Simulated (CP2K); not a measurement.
Runs of CP2K 2026.2 on CdTe. Symmetry: F-43m, No. 216, cubic system. The conventional cell has a = 6.410 Å, b = 6.410 Å, c = 6.410 Å, α = 90.00°, β = 90.00°, γ = 90.00°. Around Te (site symmetry -43m) lie 4 Cd at 2.78 Å. Cd (site symmetry -43m) is surrounded by 4 Te at 2.78 Å. 

```csv
level,gap on the mesh (eV),pressure (GPa)
LDA,0.61,1.9
PBEsol,(b),2.9
AM05,0.80,(a)
TASK,1.21,3.6
PBE,0.88,4.9
revPBE,0.97,5.8
RPBE,1.01,6.1
```

Alike in all rows: task atomic charges; potentials or basis POTENTIAL_UZH Te GTH-PBE-q6, Cd GTH-PBE-q12; TZVP-MOLOPT-PBE-GTH basis; no spin polarisation; cell as given; k mesh 7 × 7 × 7; smearing fermi-dirac 0.05 eV.

Task: Fill in the values left out.

Result: (a) 3.3; (b) 0.73.

Caveats: spin-orbit coupling is left out, which moves the levels of the heavy elements; the basis of atomic orbitals isn't converged, which shifts pressures, moduli and gaps; the potentials were made for another functional, which shifts forces and pressure (some runs).

A k mesh can miss the band edges, and the runs leave out spin-orbit coupling on Cd, Te.
